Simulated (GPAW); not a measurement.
# BaTiO3 (Barioperovskite) (Amm2) in GPAW: further runs

One crystal, BaTiO3 (Barioperovskite), is run at these levels: PBE; tasks: band structure, dielectric tensor.

All numbers are computed with GPAW 26.7.0; they aren't measurements. Logs are shortened: lines on timing, memory, paths and dates and some standing lists are left out, and cuts for length are marked. The log counts tension as positive stress, the text compression.

## (1) The crystal as given

The structure is orthorhombic, space group Amm2 (No. 38). The conventional cell has a = 3.986 Å, b = 5.674 Å, c = 5.690 Å, α = 90.00°, β = 90.00°, γ = 90.00°. Around Ba (site symmetry mm2) lie 12 O at 2.77 to 2.92 Å. Ti (site symmetry mm2) has 6 O at 1.93 to 2.09 Å as nearest neighbours. O (site symmetry m) has 2 Ti at 1.93 to 2.09 Å as nearest neighbours. Around O (site symmetry mm2) lie 2 Ti at 2.00 Å.

## (2) Band structure, PBE

Input file run.py:

```python
from ase import Atoms
from ase.dft.bandgap import bandgap
from ase.io import write
from ase.units import GPa
from gpaw import GPAW, PW

atoms = Atoms(['Ba', 'Ti', 'O', 'O', 'O'],
              cell=[[3.9855, 0.0, 0.0],
                    [0.0, 2.8369, 2.84515],
                    [0.0, -2.8369, 2.84515]],
              scaled_positions=[[0.0, 0.0, 0.0],
                                [0.5, 0.5124, 0.5124],
                                [0.5, 0.99184, 0.50524],
                                [0.5, 0.50524, 0.99184],
                                [0.0, 0.4874, 0.4874]],
              pbc=True)

calc = GPAW(mode=PW(800),
            xc='PBE',
            kpts={'size': (5, 5, 5), 'gamma': True},
            occupations={'name': 'fermi-dirac', 'width': 0.05},
            nbands=36,
            convergence={'density': 1e-05, 'energy': 1e-05},
            maxiter=150,
            txt='gpaw.txt')
atoms.calc = calc
energy = atoms.get_potential_energy()
forces = atoms.get_forces()
stress = atoms.get_stress()
calc.write('gs.gpw')
write('result.traj', atoms)
print(f'Energy: {energy:.6f} eV')
print('Forces (eV/A):')
print(forces.round(4))
print('Stress (GPa):', (stress / GPa).round(3))
print('Fermi level:', round(calc.get_fermi_level(), 4), 'eV')
print(f'Gap: {bandgap(calc)[0]:.4f} eV, direct: {bandgap(calc, direct=True)[0]:.4f} eV')

path = atoms.cell.bandpath('GXSRAZGYX1A1TY,ZT', npoints=60, eps=1e-4)
bs_calc = calc.fixed_density(kpts=path, symmetry='off', nbands=53,
                             convergence={'bands': 'CBM+6.0', 'eigenstates': 1e-6}, txt='bands.txt')
bs = bs_calc.band_structure()
bs.write('bs.json')
print(f'Gap on the path: {bandgap(bs_calc)[0]:.4f} eV')
```

Potentials or basis: GPAW PAW data sets (gpaw-data 1.2.1), pw.

Launch:

```sh
OMP_NUM_THREADS=1 python run.py
```

gpaw.txt:

```text
__  _  _
 | _ |_)|_||  |
 |__||  | ||/\| - 26.7.0

Input parameters:
  mode=PW(ecut=800.0),
  convergence={'density': 1e-05, 'energy': 1e-05},
  kpts=MonkhorstPack(size=(5, 5, 5), gamma=True),
  maxiter=150,
  nbands=36,
  occupations=Occupations(name='fermi-dirac', width=0.05),
  xc=XC(name='PBE')

Diagonalizing LCAO Hamiltonian
Converting LCAO to pw mode

              O
            O
        O    Ti

        Ba

Atoms  # Å, Bohr magnetons
|   | symbol |        x |         y |        z |    initial magnetic moments |
|---|--------|----------|-----------|----------|-----------------------------|
| 0 |     Ba | 0.000000 |  0.000000 | 0.000000 | ( 0.0000,  0.0000,  0.0000) |
| 1 |     Ti | 1.992750 |  0.000000 | 2.915710 | ( 0.0000,  0.0000,  0.0000) |
| 2 |      O | 1.992750 |  1.380436 | 4.259417 | ( 0.0000,  0.0000,  0.0000) |
| 3 |      O | 1.992750 | -1.380436 | 4.259417 | ( 0.0000,  0.0000,  0.0000) |
| 4 |      O | 0.000000 | -0.000000 | 2.773452 | ( 0.0000,  0.0000,  0.0000) |

Unit cell  # Å
| periodic |        x |         y |        z |  lengths |    angles |
|----------|----------|-----------|----------|----------|-----------|
|      yes | 3.985500 |  0.000000 | 0.000000 | 3.985500 | 89.833620 |
|      yes | 0.000000 |  2.836900 | 2.845150 | 4.017820 | 90.000000 |
|      yes | 0.000000 | -2.836900 | 2.845150 | 4.017820 | 90.000000 |

Number of symmetries: 4
Symmetry operations  # r_c * U_cc + t_c -> r_c
|   | kind |            matrix            |
|---|------|------------------------------|
| 0 |  E   |  1, 0, 0,  0, 1, 0,  0, 0, 1 |
| 1 |  σ   |  1, 0, 0,  0, 0, 1,  0, 1, 0 |
| 2 |  σ   | -1, 0, 0,  0, 1, 0,  0, 0, 1 |
| 3 |  C2  | -1, 0, 0,  0, 0, 1,  0, 1, 0 |

BZ-sampling:
  Number of BZ points: 125
  Number of IBZ points: 27

  Monkhorst-Pack size: [5, 5, 5]
  Monkhorst-Pack shift: [0, 0, 0]

K-points  # in reciprocal-cell coordinates
|     |                                coordinates |     weight |
|-----|--------------------------------------------|------------|
|   0 | (  0.00000000,   0.00000000,   0.00000000) | 0.00800000 |
|   1 | (  0.00000000,   0.20000000,  -0.20000000) | 0.01600000 |
|   2 | (  0.00000000,   0.20000000,   0.00000000) | 0.03200000 |
|   3 | (  0.00000000,   0.20000000,   0.20000000) | 0.01600000 |
|   4 | (  0.00000000,   0.40000000,  -0.40000000) | 0.01600000 |
|   5 | (  0.00000000,   0.40000000,  -0.20000000) | 0.03200000 |
|   6 | (  0.00000000,   0.40000000,   0.00000000) | 0.03200000 |
|   7 | (  0.00000000,   0.40000000,   0.20000000) | 0.03200000 |
|   8 | (  0.00000000,   0.40000000,   0.40000000) | 0.01600000 |
|   9 | (  0.20000000,   0.00000000,   0.00000000) | 0.01600000 |
| ... |                                            |            |
|  26 | (  0.40000000,   0.40000000,   0.40000000) | 0.03200000 |

Plane wave coefficients: 3330
Cutoff: 800.0 eV

Spin-components: 1 (collinear spins)
Bands:           36
Projectors:      27
Spin-degeneracy: 2
Datatype:        complex128

Parallelization:
  kpt:    1
  domain: 1
  band:   1

Density:
  Valence electrons: 40.0
  Components: 1
  Grid points: [27 27 27]
  Charge: 0.0  # |e|

Potential:
  Grid points: [27 27 27]

species:
  Ba:
    name:    Barium
    Z:       56.0
    valence: 10
    core:    46
    charge:  0.0  # [|e|]
    compensation charges:
      type: gauss
      rc: 0.37  # [Å]
      lmax: 2
    cutoffs:
      filter: 2.06  # [Å]
      core: 2.33  # [Å]
    projectors
    | kind |    occ | energy [eV] | rcut [Å] |
    |------|--------|-------------|----------|
    |   5s |  2.000 |     -33.644 |    1.164 |
    |   6s |  2.000 |      -3.229 |    1.164 |
    |   5p |  6.000 |     -18.744 |    1.164 |
    |    p |        |       0.000 |    1.164 |
    |    d |        |       0.000 |    1.164 |
    |    d |        |      27.211 |    1.164 |

    Using partial waves for Ba as LCAO basis

  Ti:
    name:    Titanium
    Z:       22.0
    valence: 12
    core:    10
    charge:  0.0  # [|e|]
    compensation charges:
      type: gauss
      rc: 0.38  # [Å]
      lmax: 2
    cutoffs:
      filter: 2.23  # [Å]
      core: 1.02  # [Å]
    projectors
    | kind |    occ | energy [eV] | rcut [Å] |
    |------|--------|-------------|----------|
    |   3s |  2.000 |     -62.623 |    1.270 |
    |   4s |  2.000 |      -4.466 |    1.270 |
    |   3p |  6.000 |     -38.862 |    1.058 |
    |   4p |  0.000 |      -1.466 |    1.058 |
    |   3d |  2.000 |      -4.258 |    1.058 |
    |    d |        |      22.953 |    1.058 |

    Using partial waves for Ti as LCAO basis

  O:
    name:    Oxygen
    Z:       8.0
    valence: 6
    core:    2
    charge:  0.0  # [|e|]
    compensation charges:
      type: gauss
      rc: 0.21  # [Å]
      lmax: 2
    cutoffs:
      filter: 1.17  # [Å]
      core: 0.83  # [Å]
    projectors
    | kind |    occ | energy [eV] | rcut [Å] |
    |------|--------|-------------|----------|
    |   2s |  2.000 |     -23.961 |    0.688 |
    |   2p |  4.000 |      -9.029 |    0.598 |
    |    s |        |       3.251 |    0.688 |
    |    p |        |      18.182 |    0.598 |
    |    d |        |       0.000 |    0.619 |

    Using partial waves for O as LCAO basis

Reference energy: -250624.413696  # eV

eigensolver:
  PPCG
  Converge bands: occupied
  niter=2

density mixing:
  MSR1-Mixer
  Pratt-step length: 0.05
  Maximum mixing coefficient: 0.75
  Old densities: 10
  SVD Regularization: 0.005
  Good broyden scale: 1.0
  Trust region scale: 1.0
  Backstep threshold: 4.0
  History deletion threshold: 6.0
  Fourier metric: weight=20.0, sigma=0.015

occupation numbers:
  Fermi-Dirac:
    width: 0.0500  # eV

poisson solver:
  ecut: 6400.0  # eV

xc functional:
  name: PBE with 2 nearest neighbor stencil

convergence criteria:
- Maximum integral of absolute [dens]ity change: 1e-05 electrons / valence electron
- Maximum [total energy] change in last 3 cyles: 1e-05 eV / valence electron
- Maximum integral of absolute [eigenst]ate change: 4e-08 eV^2 / valence electron
maximum number of iterations: 150

SCF iterations
|iter     | |      energy | eigst |  dens |
|---------|-|-------------|-------|-------|
|iter:   1| |  -44.829543 | +0.24 |       |
|iter:   2| |  -43.110692 | -1.45 | -0.87 |
|iter:   3| |  -39.732243 | -0.90 | -0.94 |
|iter:   4| |  -39.536179 | -2.14 | -1.45 |
|iter:   5| |  -39.503470 | -2.82 | -1.62 |
|iter:   6| |  -39.509999 | -3.45 | -1.95 |
|iter:   7| |  -39.510321 | -4.57 | -2.76 |
|iter:   8| |  -39.510206c| -4.99 | -3.05 |
|iter:   9| |  -39.510213c| -6.26 | -3.50 |
|iter:  10| |  -39.510214c| -7.41c| -3.98 |
|iter:  11| |  -39.510214c| -8.03c| -5.00c|

Converged in 11 steps
Energy contributions relative to reference atoms: (reference = -250624.413696)

Energy contributions:
  Kinetic:          45.694957
  Coulomb:         -48.192331
  Zero:              0.817574
  External:          0.000000
  Xc:              -37.830415
  Entropy:          -0.000000
  Spinorbit:         0.000000
  ----------------------------
  Free energy:     -39.510214
  Extrapolated:    -39.510214

dipole moment: (-35.294489, -0.000000, -19.481080)  # |e|*Ang

Fermi level: 8.557
Eigenvalues  # (at kpt = [0.000, 0.000, 0.000])
| band index |      eig [eV] | occ [0-2] |
|------------|---------------|-----------|
|          0 |       -48.876 |     2.000 |
|        ... |               |           |
|         12 |         5.345 |     2.000 |
|         13 |         5.346 |     2.000 |
|         14 |         6.425 |     2.000 |
|         15 |         6.481 |     2.000 |
|         16 |         6.535 |     2.000 |
|         17 |         7.288 |     2.000 |
[... 8 lines left out ...]
|         26 |        12.760 |     0.000 |
|         27 |        14.997 |     0.000 |
|        ... |               |           |
|         35 |        27.754 |     0.000 |

Gap: 2.016 eV
Transition (v -> c):
  (s=0, k=26, n=19, [0.40, 0.40, 0.40]) -> (s=0, k=0, n=20, [0.00, 0.00, 0.00])
Direct/indirect transitions are different
Direct gap: 2.085 eV
Transition at: (s=0, k=0, n=19, [0.00, 0.00, 0.00])

Forces  # eV/Ang
|       x |        y |        z |
|---------|----------|----------|
| 0.00000 | -0.00000 |  0.15765 |  # Ba   0
| 0.00000 |  0.00000 |  0.13827 |  # Ti   1
| 0.00000 |  0.03600 | -0.24949 |  # O    2
| 0.00000 | -0.03600 | -0.24949 |  # O    3
| 0.00000 |  0.00000 |  0.20281 |  # O    4

Stress tensor  # eV/Ang^3
|         x |         y |         z |
|-----------|-----------|-----------|
| -0.023465 |  0.000000 |  0.000000 |
|  0.000000 | -0.024433 |  0.000000 |
|  0.000000 |  0.000000 | -0.020383 |

# Writing to gs.gpw (mode='')
```

Wall time 3.3 min (1 thread of Intel Xeon Platinum 8375C at 2.90GHz (Ice Lake), shared host); peak memory 0.51 GiB.

What came out:

```
Free energy             : -39.5102 eV
Pressure                : 3.6 GPa
Largest force           : 0.252 eV/Å
Band gap on the k mesh  : 2.02 eV, indirect (least direct gap 2.08 eV)
Band gap along the path : 1.89 eV, indirect (least direct gap 2.09 eV)
```

Forces on the atoms (eV/Å):
```
Ba   0.000  0.000  0.158
Ti   0.000  0.000  0.138
O    0.000  0.036 -0.249
O    0.000 -0.036 -0.249
O    0.000  0.000  0.203
```

Stress tensor (GPa, compression positive):
```
3.76 0.00 0.00
0.00 3.91 0.00
0.00 0.00 3.27
```

Levels at the corners of the path, in eV from the valence-band top:
```csv
point,band 17,band 18,band 19,band 20,band 21,band 22,band 23,band 24
Γ,-1.10,-0.34,-0.24,-0.20,1.89,1.95,2.10,4.05
X,-1.65,-0.90,-0.87,-0.13,3.57,3.63,3.98,4.92
S,-1.83,-1.67,-0.81,-0.73,2.13,3.57,3.59,4.08
R,-1.71,-0.89,-0.88,-0.08,3.59,3.60,3.99,4.80
A,-2.38,-0.05,-0.01,0.00,4.19,4.23,4.25,6.64
Z,-1.80,-1.72,-0.81,-0.77,2.08,3.54,3.62,4.03
Γ,-1.10,-0.34,-0.24,-0.20,1.89,1.95,2.10,4.05
Y,-1.65,-0.90,-0.87,-0.13,3.57,3.63,3.98,4.92
X1,-1.65,-0.90,-0.87,-0.13,3.57,3.63,3.98,4.92
A1,-2.38,-0.05,-0.01,0.00,4.19,4.23,4.25,6.64
T,-2.38,-0.05,-0.01,0.00,4.19,4.23,4.25,6.64
Y,-1.65,-0.90,-0.87,-0.13,3.57,3.63,3.98,4.92
Z,-1.80,-1.72,-0.81,-0.77,2.08,3.54,3.62,4.03
T,-2.38,-0.05,-0.01,0.00,4.19,4.23,4.25,6.64
```

Caveat: spin-orbit coupling is left out, which moves the levels of the heavy elements; the mesh misses the band edges, which the band path finds closer together.

(Continued in part 2 of 3.)
